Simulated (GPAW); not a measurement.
# Hf (P6_3/mmc) in GPAW: single point with r2SCAN

Aim: the single point of Hf with r2SCAN.

Program: GPAW 26.7.0. These are calculated values, not measurements. Logs are shortened: lines on timing, memory, paths and dates and some standing lists are left out, and cuts for length are marked. The log counts tension as positive stress, the text compression.

### 1 The structure

The structure is hexagonal, space group P6_3/mmc (No. 194). The conventional cell has a = 3.197 Å, b = 3.197 Å, c = 5.058 Å, α = 90.00°, β = 90.00°, γ = 120.00°. Hf (site symmetry -6m2) has 12 Hf at 3.13 to 3.20 Å as nearest neighbours.

### 2 Single point, r2SCAN

run.py

```python
from ase.dft.bandgap import bandgap
from ase.io import read, write
from ase.units import GPa
from gpaw import GPAW, PW

atoms = read('Hf.cif')

calc = GPAW(mode=PW(500),
            xc='MGGA_X_R2SCAN+MGGA_C_R2SCAN',
            kpts={'size': (8, 8, 4), 'gamma': True},
            occupations={'name': 'fermi-dirac', 'width': 0.05},
            nbands=24,
            maxiter=120,
            txt='gpaw.txt')
atoms.calc = calc
energy = atoms.get_potential_energy()
forces = atoms.get_forces()
stress = atoms.get_stress()
calc.write('gs.gpw')
write('result.traj', atoms)
print(f'Energy: {energy:.6f} eV')
print('Forces (eV/A):')
print(forces.round(4))
print('Stress (GPa):', (stress / GPa).round(3))
print('Fermi level:', round(calc.get_fermi_level(), 4), 'eV')
print(f'Gap: {bandgap(calc)[0]:.4f} eV, direct: {bandgap(calc, direct=True)[0]:.4f} eV')
```

Hf.cif

```cif
data_Hf
_cell_length_a 3.19670000
_cell_length_b 3.19670000
_cell_length_c 5.05780000
_cell_angle_alpha 90.00000000
_cell_angle_beta 90.00000000
_cell_angle_gamma 120.00000000
_space_group_name_H-M_alt 'P1'
_space_group_name_Hall 'P 1'
_space_group_IT_number 1
loop_
_space_group_symop_operation_xyz
'x,y,z'
loop_
_atom_site_label
_atom_site_type_symbol
_atom_site_symmetry_multiplicity
_atom_site_Wyckoff_symbol
_atom_site_fract_x
_atom_site_fract_y
_atom_site_fract_z
_atom_site_occupancy
Hf1 Hf 1 a 0.6666666667 0.3333333333 0.7500000000 1
Hf2 Hf 1 a 0.3333333333 0.6666666667 0.2500000000 1
```

Potentials or basis: GPAW PAW data sets (gpaw-data 1.2.1), pw.

Started as:

```bash
OMP_NUM_THREADS=1 python run.py
```

gpaw.txt:

```text
__  _  _
 | _ |_)|_||  |
 |__||  | ||/\| - 26.7.0

Input parameters:
  mode=PW(ecut=500.0),
  kpts=MonkhorstPack(size=(8, 8, 4), gamma=True),
  maxiter=120,
  nbands=24,
  occupations=Occupations(name='fermi-dirac', width=0.05),
  xc=XC(name='MGGA_X_R2SCAN+MGGA_C_R2SCAN')

Diagonalizing LCAO Hamiltonian
Converting LCAO to pw mode

           Hf

        Hf

Atoms  # Å, Bohr magnetons
|   | symbol |         x |        y |        z |    initial magnetic moments |
|---|--------|-----------|----------|----------|-----------------------------|
| 0 |     Hf |  1.598350 | 0.922808 | 3.793350 | ( 0.0000,  0.0000,  0.0000) |
| 1 |     Hf | -0.000000 | 1.845616 | 1.264450 | ( 0.0000,  0.0000,  0.0000) |

Unit cell  # Å
| periodic |         x |        y |        z |  lengths |     angles |
|----------|-----------|----------|----------|----------|------------|
|      yes |  3.196700 | 0.000000 | 0.000000 | 3.196700 |  90.000000 |
|      yes | -1.598350 | 2.768423 | 0.000000 | 3.196700 |  90.000000 |
|      yes |  0.000000 | 0.000000 | 5.057800 | 5.057800 | 120.000000 |

Number of symmetries: 12
Symmetry operations  # r_c * U_cc + t_c -> r_c
|    | kind |            matrix            |
|----|------|------------------------------|
|  0 |  σ   |  1, 1, 0,  0,-1, 0,  0, 0, 1 |
|  1 |  S6  |  1, 1, 0, -1, 0, 0,  0, 0,-1 |
|  2 |  E   |  1, 0, 0,  0, 1, 0,  0, 0, 1 |
|  3 |  C2  |  1, 0, 0, -1,-1, 0,  0, 0,-1 |
|  4 |  C2  |  0, 1, 0,  1, 0, 0,  0, 0,-1 |
|  5 |  C3  |  0, 1, 0, -1,-1, 0,  0, 0, 1 |
|  6 |  S6  |  0,-1, 0,  1, 1, 0,  0, 0,-1 |
|  7 |  σ   |  0,-1, 0, -1, 0, 0,  0, 0, 1 |
|  8 |  σ   | -1, 0, 0,  1, 1, 0,  0, 0, 1 |
|  9 |  i   | -1, 0, 0,  0,-1, 0,  0, 0,-1 |
| 10 |  C3  | -1,-1, 0,  1, 0, 0,  0, 0, 1 |
| 11 |  C2  | -1,-1, 0,  0, 1, 0,  0, 0,-1 |

BZ-sampling:
  Number of BZ points: 256
  Number of IBZ points: 35

  Monkhorst-Pack size: [8, 8, 4]
  Monkhorst-Pack shift: [0.0625, 0.0625, 0.125]

K-points  # in reciprocal-cell coordinates
|     |                                coordinates |     weight |
|-----|--------------------------------------------|------------|
|   0 | (  0.00000000,   0.00000000,   0.00000000) | 0.00390625 |
|   1 | (  0.00000000,   0.00000000,   0.25000000) | 0.00781250 |
|   2 | (  0.00000000,   0.00000000,   0.50000000) | 0.00390625 |
|   3 | (  0.12500000,   0.00000000,  -0.25000000) | 0.02343750 |
|   4 | (  0.12500000,   0.00000000,   0.00000000) | 0.02343750 |
|   5 | (  0.12500000,   0.00000000,   0.25000000) | 0.02343750 |
|   6 | (  0.12500000,   0.00000000,   0.50000000) | 0.02343750 |
|   7 | (  0.25000000,  -0.12500000,   0.00000000) | 0.02343750 |
|   8 | (  0.25000000,  -0.12500000,   0.25000000) | 0.04687500 |
|   9 | (  0.25000000,  -0.12500000,   0.50000000) | 0.02343750 |
| ... |                                            |            |
|  34 | (  0.50000000,   0.50000000,   0.50000000) | 0.01171875 |

Plane wave coefficients: 1152
Cutoff: 500.0 eV

Spin-components: 1 (collinear spins)
Bands:           24
Projectors:      12
Spin-degeneracy: 2
Datatype:        complex128

Parallelization:
  kpt:    1
  domain: 1
  band:   1

Density:
  Valence electrons: 24.0
  Components: 1
  Grid points: [18 18 27]
  Charge: 0.0  # |e|

Potential:
  Grid points: [18 18 27]

species:
  Hf:
    name:    Hafnium
    Z:       72.0
    valence: 12
    core:    60
    charge:  0.0  # [|e|]
    compensation charges:
      type: gauss
      rc: 0.41  # [Å]
      lmax: 2
    cutoffs:
      filter: 2.36  # [Å]
      core: 4.02  # [Å]
    projectors
    | kind |    occ | energy [eV] | rcut [Å] |
    |------|--------|-------------|----------|
    |   5s |  2.000 |     -66.831 |    1.397 |
    |   6s |  2.000 |      -5.097 |    1.397 |
    |   5p |  6.000 |     -35.599 |    1.307 |
    |   6p |  0.000 |      -1.401 |    1.307 |
    |   5d |  2.000 |      -2.699 |    1.334 |
    |    d |        |      24.513 |    1.334 |

    Using partial waves for Hf as LCAO basis

Reference energy: -819772.230551  # eV

eigensolver:
  PPCG
  Converge bands: occupied
  niter=2

density mixing:
  MSR1-Mixer
  Pratt-step length: 0.05
  Maximum mixing coefficient: 0.75
  Old densities: 10
  SVD Regularization: 0.005
  Good broyden scale: 1.0
  Trust region scale: 1.0
  Backstep threshold: 4.0
  History deletion threshold: 6.0
  Fourier metric: weight=20.0, sigma=0.015

occupation numbers:
  Fermi-Dirac:
    width: 0.0500  # eV

poisson solver:
  ecut: 4000.0  # eV

xc functional:
  name: MGGA_X_R2SCAN+MGGA_C_R2SCAN with 2 nearest neighbor stencil

convergence criteria:
- Maximum [total energy] change in last 3 cyles: 0.0005 eV / valence electron
- Maximum integral of absolute [dens]ity change: 0.0001 electrons / valence electron
- Maximum integral of absolute [eigenst]ate change: 4e-08 eV^2 / valence electron
maximum number of iterations: 120

SCF iterations
|iter     | |      energy | eigst |  dens |
|---------|-|-------------|-------|-------|
|iter:   1| |  -44.253845 | -0.20 |       |
|iter:   2| |  -40.735847 | -1.93 | -1.29 |
|iter:   3| |  -40.766336 | -1.64 | -1.31 |
|iter:   4| |  -40.761398 | -2.80 | -1.96 |
|iter:   5| |  -40.763725c| -3.77 | -2.21 |
|iter:   6| |  -40.763946c| -5.02 | -3.02 |
|iter:   7| |  -40.763997c| -5.70 | -3.37 |
|iter:   8| |  -40.763997c| -6.92 | -4.11c|
|iter:   9| |  -40.763997c| -7.91c| -4.49c|

Converged in 9 steps
Energy contributions relative to reference atoms: (reference = -819772.230551)

Energy contributions:
  Kinetic:          31.173782
  Coulomb:         -29.489595
  Zero:             -1.111260
  External:          0.000000
  Xc:              -41.334065
  Entropy:          -0.005717
  Spinorbit:         0.000000
  ----------------------------
  Free energy:     -40.766856
  Extrapolated:    -40.763997

dipole moment: (-0.000013, -0.000023, -0.000042)  # |e|*Ang

Fermi level: 9.891
Eigenvalues  # (at kpt = [0.000, 0.000, 0.000])
| band index |      eig [eV] | occ [0-2] |
|------------|---------------|-----------|
|          0 |       -53.762 |     2.000 |
|        ... |               |           |
|          2 |       -22.409 |     2.000 |
|          3 |       -21.651 |     2.000 |
|          4 |       -21.651 |     2.000 |
|          5 |       -21.524 |     2.000 |
|          6 |       -21.524 |     2.000 |
|          7 |       -21.524 |     2.000 |
[... 8 lines left out ...]
|         16 |        12.799 |     0.000 |
|         17 |        12.799 |     0.000 |
|        ... |               |           |
|         23 |        25.261 |     0.000 |

No gap
No difference between direct/indirect transitions

Forces  # eV/Ang
|        x |       y |        z |
|----------|---------|----------|
| -0.00000 | 0.00000 | -0.00038 |  # Hf   0
|  0.00000 | 0.00000 |  0.00038 |  # Hf   1

Stress tensor  # eV/Ang^3
|         x |         y |         z |
|-----------|-----------|-----------|
| -0.000040 |  0.000000 |  0.000000 |
| -0.000000 | -0.000040 | -0.000000 |
|  0.000000 | -0.000000 |  0.000166 |

# Writing to gs.gpw (mode='')
```

Run time: 64 s. Hardware: 1 thread of Arm Neoverse V1, shared host; peak memory 0.26 GiB.

Results:

```
Free energy            : -40.7669 eV
Pressure               : 0.0 GPa
Band gap on the k mesh : none (metal or under the smearing width)
```

Levels at points of the mesh, in eV from the Fermi level:
```tsv
k point	band 10	band 11	band 12	band 13	band 14	band 15
(0.00, 0.00, 0.00)	-3.83	0.43	1.31	1.31	1.60	2.17
(0.00, 0.00, 0.50)	-5.64	0.14	0.14	1.21	1.21	1.21
(0.50, 0.50, 0.00)	-2.85	-2.32	-1.00	0.92	0.97	1.79
(0.50, 0.50, 0.50)	-3.51	-1.03	-1.03	1.10	1.10	2.87
```

Caveat: the cutoff is short for stress and forces, so pressures can be off by a GPa or more; the PAW data sets were made with another functional, which shifts forces and pressure a little. The run has no spin-orbit coupling, so splittings on Hf are missing.
